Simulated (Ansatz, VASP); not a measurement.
One calculation of As, two programs

INCAR

```
PREC = Accurate
ENCUT = 520
EDIFF = 1E-6
ISMEAR = -1
SIGMA = 0.08
LREAL = F
LASPH = T
NELM = 100
ALGO = Normal
ISIF = 2
LWAVE = F
LCHARG = F
NBANDS = 8
```

KPOINTS

```
regular mesh
0
Gamma
  15 15 15
```

Contents of POSCAR:

```
As
1.0
    2.6724660729      0.0000000000      0.0000000000
    0.0000000000      2.6724660729      0.0000000000
    0.0000000000      0.0000000000      2.6724660729
As
1
Direct
    0.0000000000      0.0000000000      0.0000000000
```

Input for Ansatz:

```yaml
crystal:
  lattice:
    - [2.6724660729, 0.0, 0.0]
    - [0.0, 2.6724660729, 0.0]
    - [0.0, 0.0, 2.6724660729]
  atoms:
    - { symbol: As, position: [0.0, 0.0, 0.0] }
kpoints:
  mp_grid: { grid: [15, 15, 15] }
  band_path:
    path:
      - [0.0, 0.0, 0.0]
      - [0.0, 0.5, 0.0]
      - [0.5, 0.5, 0.0]
      - [0.0, 0.0, 0.0]
      - [0.5, 0.5, 0.5]
      - [0.0, 0.5, 0.0]
      - [0.5, 0.5, 0.5]
      - [0.5, 0.5, 0.0]
    npoints: 8
scf:
  occupations: { method: fermi_dirac, width: 0.08 }
hamiltonian:
  xc: lda
  pseudopotentials: { kind: paw }
output:
  forces: true
  stress: true
  eigenvalues: true
  populations: true
  dos: { projected: true, de: 0.2, e_range: [-14, 8] }
```

Change from the starting cell: volume scaled by 1, PAW files.

Alike in both runs: task single point; functional LDA; k mesh 15 × 15 × 15; occupations fermi-dirac, width 0.08 eV; no spin polarisation.

```csv
,VASP,Ansatz
version,VASP 6.6.1,Ansatz 0.2.0
potentials or method,"VASP PAW LDA potentials, release 64 (As)","PAW with Ansatz's default frozen-core files, scalar-relativistic"
plane-wave cutoff (eV),520,420
valence electrons in the cell,5,15
```

```csv
,VASP,Ansatz,Ansatz less VASP
pressure (GPa),0.4,0.0,-0.38
```

The two sets of potentials don't hold the same shells in valence.
